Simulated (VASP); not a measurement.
# Ni2H (P-3m1) in VASP: a series of runs

One crystal, Ni2H, is run at these levels: r2SCAN; tasks: single point.

Everything below comes from runs of VASP 6.6.1. Logs are shortened: lines on timing, memory, paths and dates and some standing lists are left out, and cuts for length are marked.

**1. The structure**

It takes space group P-3m1 (No. 164, trigonal). The conventional cell has a = 2.643 Å, b = 2.643 Å, c = 4.308 Å, α = 90.00°, β = 90.00°, γ = 120.00°. Ni (site symmetry 3m) has 3 H at 1.83 Å as nearest neighbours. H (site symmetry -3m) is surrounded by 6 Ni at 1.83 Å.

**2. Single point, r2SCAN, collinear spin, ferromagnetic start**

INCAR

```
SYSTEM = Ni2H
ADDGRID  = .FALSE.      
ALGO     = Normal         ! electronic algorithm
EDIFF    = 1E-6           ! SCF threshold, eV
ENCUT    = 340            ! plane-wave cutoff, eV
ISIF     = 2              ! what is computed and relaxed
ISMEAR   = 0              ! smearing method
ISPIN    = 2              ! spin polarisation
LASPH    = .TRUE.         ! aspherical terms in the spheres
LCHARG   = .FALSE.        ! write CHGCAR
LMAXMIX  = 4              ! l up to which the mixer works
LMIXTAU  = .TRUE.       
LORBIT   = 11             ! projections on sites
LREAL    = .FALSE.        ! projectors in reciprocal space
LWAVE    = .FALSE.        ! write WAVECAR
MAGMOM   = 1 1 0          ! initial moments
METAGGA  = R2SCAN         ! meta-GGA
NBANDS   = 22             ! bands
NELM     = 100            ! most SCF steps
PREC     = Accurate       ! precision mode
SIGMA    = 0.05           ! smearing width, eV
```

KPOINTS

```
k-points
0
G
  5 5 3
  0 0 0
```

POSCAR

```
Ni2H
1.0
    2.6430000000      0.0000000000      0.0000000000
   -1.3215000000      2.2889051422      0.0000000000
    0.0000000000      0.0000000000      4.3080000000
Ni H
2 1
Direct
    0.6666666667      0.3333333333      0.7670000000
    0.3333333333      0.6666666667      0.2330000000
    0.0000000000      0.0000000000      0.0000000000
```

Potentials or basis: VASP PAW PBE potentials, release 64 (Ni, H_s).

The run is started by

```console
cat potpaw_PBE.64/Ni/POTCAR potpaw_PBE.64/H_s/POTCAR > POTCAR
mpirun -np 1 vasp_std > vasp.out
```

OUTCAR:

```text
SYSTEM = Ni2H
   EDIFF = 1E-6
   ENCUT = 340
   ISIF = 2
   ISMEAR = 0
   ISPIN = 2
   LASPH = .TRUE.
   LORBIT = 11
   LREAL = .FALSE.
   METAGGA = R2SCAN
   NELM = 100
   PREC = Accurate

 Found     12 irreducible k-points:

 Following reciprocal coordinates:
            Coordinates               Weight
  0.000000  0.000000  0.000000      1.000000
  0.200000  0.000000  0.000000      6.000000
  0.400000  0.000000  0.000000      6.000000
  0.200000  0.200000  0.000000      6.000000
  0.400000  0.200000  0.000000      6.000000
  0.000000  0.000000  0.333333      2.000000
   k-points           NKPTS =     12   k-points in BZ     NKDIM =     12   number of bands    NBANDS=     22
   number of dos      NEDOS =    301   number of ions     NIONS =      3
   total plane-waves  NPLWV =   7168
   dimension x,y,z NGX =    16 NGY =   16 NGZ =   28
   dimension x,y,z NGXF=    32 NGYF=   32 NGZF=   56
   ions per type =               2   1
   NGX,Y,Z   is equivalent  to a cutoff of  10.06, 10.06, 10.81 a.u.
   NGXF,Y,Z  is equivalent  to a cutoff of  20.13, 20.13, 21.61 a.u.
 SYSTEM =  Ni2H
   PREC   = accura    normal or accurate (medium, high low for compatibility)
   ISTART =      0    job   : 0-new  1-cont  2-samecut
   ICHARG =      2    charge: 1-file 2-atom 10-const
   ISPIN  =      2    spin polarized calculation?
   LNONCOLLINEAR =      F non collinear calculations
   LSORBIT =      F    spin-orbit coupling
   LASPH  =      T    aspherical Exc in radial PAW
   ENCUT  =  340.0 eV  24.99 Ry    5.00 a.u.   3.97  3.97  6.48*2*pi/ulx,y,z
   NELM   =    100;   NELMIN=  2; NELMDL= -5     # of ELM steps
   EDIFF  = 0.1E-05   stopping-criterion for ELM
   LREAL  =      F    real-space projection
   EDIFFG = 0.1E-04   stopping-criterion for IOM
   NSW    =      0    number of steps for IOM
   IBRION =     -1    ionic relax: 0-MD 1-quasi-New 2-CG
   NFREE  =      0    steps in history (QN), initial steepest desc. (CG)
   ISIF   =      2    stress and relaxation
   ISYM   =      2    0-nonsym 1-usesym 2-fastsym
   POTIM  = 0.5000    time-step for ionic-motion
   TEBEG  =    0.0;   TEEND  =   0.0 temperature during run
   PSTRESS=    0.0 pullay stress
   NELECT =      21.0000    total number of electrons
   NUPDOWN=      -1.0000    fix difference up-down
   EMIN   =  10.00;   EMAX   =-10.00  energy-range for DOS
   EFERMI =   0.00;   METHOD = LEGACY
   ISMEAR =     0;   SIGMA  =   0.05  broadening in eV -4-tet -1-fermi 0-gaus
   EFERMI_NEDOS =   21; number of points for ismear=-14 and -15
   IALGO  =     38    algorithm
   IMIX   =      4    mixing-type and parameters
     AMIX     =   0.40;   BMIX     =  1.00
     AMIX_MAG =   1.60;   BMIX_MAG =  1.00
  volume/ion in A,a.u.               =       8.69        58.62
  Fermi-wavevector in a.u.,A,eV,Ry     =   1.523401  2.878811 31.575750  2.320752
  Thomas-Fermi vector in A             =   2.631850
   LORBIT       =     11    0 simple, 1 ext, 2 COOP (PROOUT), +10 PAW based schemes
   METAGGA = R2SCAN    functional components
   LHFCALC =     F    Hartree Fock is set to
   AEXX    =    0.0000 exact exchange contribution
   IVDW    =     0    specifies the selected vdW correction
   LEPSILON=     F    determine dielectric tensor
   LRPA    =     F    only Hartree local field effects (RPA)
 spin polarized calculation
 Gauss-broadening in eV      SIGMA  =   0.05
  energy-cutoff  :      340.00
  volume of cell :       26.06
 maximum number of plane-waves:       377
 NGX is ok and might be reduce to    16
   NGX =  7   NGY =  7   NGZ = 13

 number of electron      21.0000004 magnetization       0.9199921

 Free energy of the ion-electron system (eV)
  ---------------------------------------------------
  ext. energy  EPLUGINS =         0.00000000
  ---------------------------------------------------
  free energy    TOTEN  =       -26.96227416 eV

  energy without entropy =      -26.95421767  energy(sigma->0) =      -26.95824591

 E-fermi :   7.7518     XC(G=0): -13.6090

 val. band max:        7.7473714840   @ k =   0.2000   0.0000   0.0000
 cond. band min:       7.7748733178   @ k =   0.2000   0.2000   0.0000
 fundamental gap:      0.0275018338
 Fermi energy:         7.7518177772

 spin component 1

 k-point     1 :       0.0000    0.0000    0.0000
  band No.  band energies     occupation
      1      -3.5248      1.00000
      2       3.2096      1.00000
      3       5.3043      1.00000
      4       5.5233      1.00000
      5       5.5236      1.00000
      6       5.6913      1.00000
[... 14 lines left out ...]
     21      33.1670      0.00000
     22      35.7698      0.00000

 k-point     2 :       0.2000    0.0000    0.0000
  band No.  band energies     occupation
      1      -2.4943      1.00000
      2       3.8623      1.00000
      3       4.2170      1.00000
      4       5.1840      1.00000
      5       5.5133      1.00000
      6       5.6828      1.00000
[... 14 lines left out ...]
     21      33.2740      0.00000
     22      33.3346      0.00000

 k-point     3 :       0.4000    0.0000    0.0000
  band No.  band energies     occupation
      1      -0.3194      1.00000
      2       3.5163      1.00000
      3       4.0914      1.00000
      4       5.0978      1.00000
      5       5.4188      1.00000
      6       5.6162      1.00000
[... 14 lines left out ...]
     21      32.1397      0.00000
     22      34.5582      0.00000

 k-point     4 :       0.2000    0.2000    0.0000
  band No.  band energies     occupation
      1      -0.8473      1.00000
      2       3.8340      1.00000
      3       4.4344      1.00000
      4       4.7020      1.00000
      5       5.2950      1.00000
      6       5.6310      1.00000
[... 14 lines left out ...]
     21      34.2887      0.00000
     22      35.9117      0.00000

 k-point     5 :       0.4000    0.2000    0.0000
  band No.  band energies     occupation
      1       0.3547      1.00000
      2       3.8919      1.00000
      3       4.2675      1.00000
      4       4.8251      1.00000
      5       5.3337      1.00000
      6       5.5254      1.00000
[... 14 lines left out ...]
     21      37.1885      0.00000
     22      39.2601      0.00000

 k-point     6 :       0.0000    0.0000    0.3333
  band No.  band energies     occupation
      1      -3.0655      1.00000
      2       2.0382      1.00000
      3       5.0945      1.00000
      4       5.4352      1.00000
      5       5.4486      1.00000
      6       5.4488      1.00000
[... 14 lines left out ...]
     21      34.0150      0.00000
     22      34.0150      0.00000

 [... further k-points ...]

 spin component 2

 k-point     1 :       0.0000    0.0000    0.0000
  band No.  band energies     occupation
      1      -3.6454      1.00000
      2       3.5678      1.00000
      3       5.2719      1.00000
      4       6.0926      1.00000
      5       6.0929      1.00000
      6       6.3453      1.00000
[... 14 lines left out ...]
     21      33.1605      0.00000
     22      35.8269      0.00000

 k-point     2 :       0.2000    0.0000    0.0000
  band No.  band energies     occupation
      1      -2.6011      1.00000
      2       4.2728      1.00000
      3       4.4328      1.00000
      4       5.8131      1.00000
      5       6.2055      1.00000
      6       6.3223      1.00000
[... 14 lines left out ...]
     21      33.3386      0.00000
     22      33.4384      0.00000

 k-point     3 :       0.4000    0.0000    0.0000
  band No.  band energies     occupation
      1      -0.3412      1.00000
      2       3.7855      1.00000
      3       4.6837      1.00000
      4       5.5355      1.00000
      5       6.0440      1.00000
      6       6.1017      1.00000
[... 14 lines left out ...]
     21      32.2296      0.00000
     22      34.6477      0.00000

 k-point     4 :       0.2000    0.2000    0.0000
  band No.  band energies     occupation
      1      -0.9046      1.00000
      2       4.0806      1.00000
      3       4.9676      1.00000
      4       5.3117      1.00000
      5       5.8928      1.00000
      6       6.1679      1.00000
[... 14 lines left out ...]
     21      34.3677      0.00000
     22      35.9847      0.00000

 k-point     5 :       0.4000    0.2000    0.0000
  band No.  band energies     occupation
      1       0.3930      1.00000
      2       4.2243      1.00000
      3       4.8374      1.00000
      4       5.3386      1.00000
      5       5.8558      1.00000
      6       6.0074      1.00000
[... 14 lines left out ...]
     21      37.2405      0.00000
     22      39.2609      0.00000

 k-point     6 :       0.0000    0.0000    0.3333
  band No.  band energies     occupation
      1      -3.1785      1.00000
      2       2.0048      1.00000
      3       5.5702      1.00000
      4       6.0001      1.00000
      5       6.0004      1.00000
      6       6.1322      1.00000
[... 14 lines left out ...]
     21      34.1194      0.00000
     22      34.1201      0.00000

 [... further k-points ...]

------------------------ aborting loop because EDIFF is reached ----------------------------------------

  FORCE on cell =-STRESS in cart. coord.  units (eV):
  Direction    XX          YY          ZZ          XY          YZ          ZX
  --------------------------------------------------------------------------------------
  -------------------------------------------------------------------------------------
  Total       -2.4912169     -2.4912169     -2.7062187      0.0000000      0.0000000      0.0000000
  in kB     -153.1515783   -153.1515783   -166.3691616      0.0000000      0.0000000      0.0000000
  external PRESSURE =    -157.5574394 kB  Pullay stress =       0.0000000 kB

 VOLUME and BASIS-vectors are now :
 -----------------------------------------------------------------------------
  energy-cutoff  :      340.00
  volume of cell :       26.06
      direct lattice vectors                 reciprocal lattice vectors
     2.643000000  0.000000000  0.000000000     0.378357927  0.218445051  0.000000000
    -1.321500000  2.288905142  0.000000000     0.000000000  0.436890102  0.000000000
     0.000000000  0.000000000  4.308000000     0.000000000  0.000000000  0.232126277

 POSITION                                       TOTAL-FORCE (eV/Angst)
 -----------------------------------------------------------------------------------
      1.32150      0.76297      3.30424        -0.000000     -0.000000     -0.991521
     -0.00000      1.52594      1.00376         0.000000      0.000000      0.991521
      0.00000      0.00000      0.00000         0.000000      0.000000     -0.000000
 -----------------------------------------------------------------------------------
    total drift:                               -0.000000      0.000000      0.000000

  FREE ENERGIE OF THE ION-ELECTRON SYSTEM (eV)
  ---------------------------------------------------
  free  energy   TOTEN  =       -26.9622741580 eV

  energy  without entropy=      -26.9542176664  energy(sigma->0) =      -26.95824591

 total charge

# of ion       s       p       d       tot
------------------------------------------
    1        0.422   0.458   8.381   9.261
    2        0.422   0.458   8.381   9.261
    3        0.697   0.084   0.000   0.781
--------------------------------------------------
tot          1.541   1.000  16.762  19.303

 magnetization (x)

# of ion       s       p       d       tot
------------------------------------------
    1       -0.003  -0.019   0.509   0.487
    2       -0.003  -0.019   0.509   0.487
    3       -0.003  -0.005   0.000  -0.008
--------------------------------------------------
tot         -0.010  -0.042   1.018   0.966
```

Wall time 74 s (1 thread of Intel Xeon Platinum 8175M at 2.50GHz (Skylake/Cascade Lake), shared host); peak memory 0.14 GiB.

These settings aren't checked as converged: the numbers below hold their error.

Results:

```yaml
Free_energy: -26.9623 eV
Pressure: -15.8 GPa
Largest_force: 0.992 eV/Å
Band_gap_on_the_k_mesh: none (metal or under the smearing width)
Net_moment: 0.92 μB per cell
Site_moments: Ni +0.49; H -0.01 μB
Valence_electrons_inside_the_program's_atomic_spheres: Ni 9.26; H 0.78
```

Caveat: the k mesh is coarse (spacing up to 0.55 Å⁻¹), so the values aren't converged; the PAW data sets were made with another functional, which shifts forces and pressure a little.

**3. Single point, r2SCAN, collinear spin, ferromagnetic start**

Changes to INCAR since step 2:

```diff
@@ -4,3 +4,3 @@
 EDIFF    = 1E-6           ! SCF threshold, eV
-ENCUT    = 340            ! plane-wave cutoff, eV
+ENCUT    = 280            ! plane-wave cutoff, eV
 ISIF     = 2              ! what is computed and relaxed
```

KPOINTS

```
k-points
0
G
  6 6 3
  0 0 0
```

POSCAR is that of step 2.

Potentials or basis: VASP PAW PBE potentials, release 64 (Ni, H_s).

The run is started by

```console
cat potpaw_PBE.64/Ni/POTCAR potpaw_PBE.64/H_s/POTCAR > POTCAR
mpirun -np 1 vasp_std > vasp.out
```

Wall time 2.6 min (1 thread of Intel Xeon Platinum 8175M at 2.50GHz (Skylake/Cascade Lake), shared host); peak memory 0.12 GiB.

The run converged, but some of its settings lie outside the range that counts as converged, so its numbers aren't taken as properties of the crystal.

Results:

```yaml
Free_energy: -26.9591 eV
Largest_force: 1.130 eV/Å
Band_gap_on_the_k_mesh: none (metal or under the smearing width)
Net_moment: 0.44 μB per cell
Site_moments: Ni +0.24; H -0.01 μB
Valence_electrons_inside_the_program's_atomic_spheres: Ni 9.26; H 0.78
```

Caveat: the k mesh is coarse (spacing up to 0.49 Å⁻¹), so the values aren't converged; the cutoff is under 1.25 times the usual one of these potentials, so pressure, stress and relaxed cells hold a basis-set (Pulay) error; the PAW data sets were made with another functional, which shifts forces and pressure a little.

(Continued in part 2 of 2.)
